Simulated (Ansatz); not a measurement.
# Ti: relaxation of cell and atoms with PBE+D4

Ti:

```
Ti
1.0
     4.56737    0.00000    0.00000
    -2.28369    3.95546    0.00000
     0.00000    0.00000    2.82624
Ti
3
Cartesian
  2.2837 1.3185 1.4131
  0.0000 2.6370 1.4131
  0.0000 0.0000 0.0000
```

This isn't the form of Ti at room conditions, which is hcp.

```json
{"Program": "Ansatz 0.2.0", "Task": "relaxation of cell and atoms", "Functional": "PBE", "Dispersion": "D4", "Potentials or basis": "Ansatz PAW", "Cutoff": "420 eV (not typed: the program's choice for these potentials)", "k mesh": "7 × 7 × 9", "Occupations": "fermi-dirac, width 0.05 eV", "Spin": "no spin polarisation"}
```

The relaxed volume is 16.86 Å³/atom and the relaxed cell is a = 4.554 Å, b = 4.554 Å, c = 2.816 Å, α = 90.00°, β = 90.00°, γ = 120.00°. The space group after relaxing (to 0.05 Å) is P6/mmm (No. 191) and the energy gained by relaxing is 0.6 meV/atom. The ionic steps are 4 and the pressure after relaxing is 0.0 GPa. The band gap on the k mesh is none (metal or under the smearing width).

The path:
| step | energy change (eV) | largest force (eV/Å) | volume (Å³) |
| --- | --- | --- | --- |
| 1 | 0.0000 | 0.0000 | 51.06 |
| 2 | -0.0003 | 0.0000 | 50.13 |
| 3 | -0.0018 | 0.0000 | 50.57 |
| 4 | -0.0017 | 0.0000 | 50.57 |

Final structure:
```
Ti
1.0
     4.55387    0.00000    0.00000
    -2.27693    3.94377    0.00000
     0.00000    0.00000    2.81589
Ti
3
Direct
  0.66667 0.33333 0.50000
  0.33333 0.66667 0.50000
  0.00000 0.00000 0.00000
```

Levels at points of the mesh, in eV from the Fermi level:
| k point | band 15 | band 16 | band 17 | band 18 | band 19 | band 20 | band 21 | band 22 |
| --- | --- | --- | --- | --- | --- | --- | --- | --- |
| (0.00, 0.00, 0.00) | -0.71 | -0.71 | -0.62 | -0.62 | -0.02 | 0.70 | 1.32 | 1.32 |

It took 22 s on 2 threads of Intel(R) Xeon(R) Processor @ 2.50GHz (Skylake/Cascade Lake) (shared host), peak memory 0.38 GiB.

Caveat: the plane-wave basis is chosen anew once the cell has moved, so the energies of steps on either side of that aren't comparable; pairwise dispersion overbinds metals, which lowers pressure and volume.
